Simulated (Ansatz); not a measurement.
NaH under changes of volume

One of the cells (12.903 Å³/atom); the others are scaled copies at fixed shape and fractional positions:

```xyz
2
Lattice="2.9551 0.0000 0.0000 0.0000 2.9551 0.0000 0.0000 0.0000 2.9551" Properties=species:S:1:pos:R:3 pbc="T T T"
Na    0.0000    0.0000    0.0000
H     1.4776    1.4776    1.4776
```

The cell comes from a database or a generator and needn't be the stable form of this composition.

| Item | Value |
| --- | --- |
| Program | Ansatz 0.2.0 |
| Functional | PBE |
| Potentials or basis | Ansatz PAW |
| Cutoff | 420 eV (not typed: the program's choice for these potentials) |
| k mesh | 9 × 9 × 9 |
| Occupations | fermi-dirac, width 0.05 eV |
| Spin | no spin polarisation |

```tsv
volume (Å³/atom)	energy over the lowest point (meV/atom)	pressure (GPa)	gap on the mesh (eV)
12.129	?	?	?
12.387	2.42	1.3	1.52
12.645	0.77	0.7	1.51
12.903	0.00	0.2	1.50
13.161	0.03	-0.2	1.49
13.419	0.78	-0.7	1.48
13.677	2.20	-1.1	1.47
```

Q: What does the run at 12.129 Å³/atom give?

A: Energy over the lowest point 5.01 meV/atom; pressure 1.9 GPa; gap on the mesh 1.53 eV.

Worked out: A Birch-Murnaghan fit of order 3 (a polynomial in V^(-2/3)) to the other rows has its minimum at 13.02 Å³/atom with B0 = V·E''(V) = 24 GPa and B' = 3.7. It gives 5.03 meV/atom at 12.129 Å³/atom, against the run's 5.01, and -dE/dV = 1.9 GPa, against 1.9. A straight line through the other rows of the gap, of slope -0.505 eV per unit of ln V, extrapolates to 1.53 eV, against the run's 1.53.

Energies are extrapolated to zero smearing.

Caveats: odd divisions of the mesh miss points on the zone boundary, where band edges often lie, so the gap on the mesh can be too wide.

A mesh can miss the band edges.
